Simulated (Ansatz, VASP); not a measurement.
**One calculation of Se, two programs**

```xyz
1
Lattice="2.7385 0.0000 0.0000 0.0000 2.7385 0.0000 0.0000 0.0000 2.7385" Properties=species:S:1:pos:R:3 pbc="T T T"
Se    0.0000    0.0000    0.0000
```

This isn't the form of Se at room conditions, which is trigonal, of chains.

Alike in both runs: task single point; functional r2SCAN; k mesh 8 × 8 × 8; occupations fermi-dirac, width 0.1 eV; no spin polarisation.

|  | VASP | Ansatz |
| --- | --- | --- |
| version | VASP 6.6.1 | Ansatz 0.2.0 |
| potentials or method | VASP PAW PBE potentials, release 64 (Se) | plane waves, PAW |
| plane-wave cutoff (eV) | 520 | 600 |
| valence electrons in the cell | 6 | 16 |

```tsv
	VASP	Ansatz	Ansatz less VASP
pressure (GPa)	8.3	8.4	+0.07
```

The two sets of potentials don't hold the same shells in valence. Ansatz warned: «stress_scf_threshold_loose».

Caveats: the PAW data sets were made with another functional, which shifts forces and pressure a little (VASP).
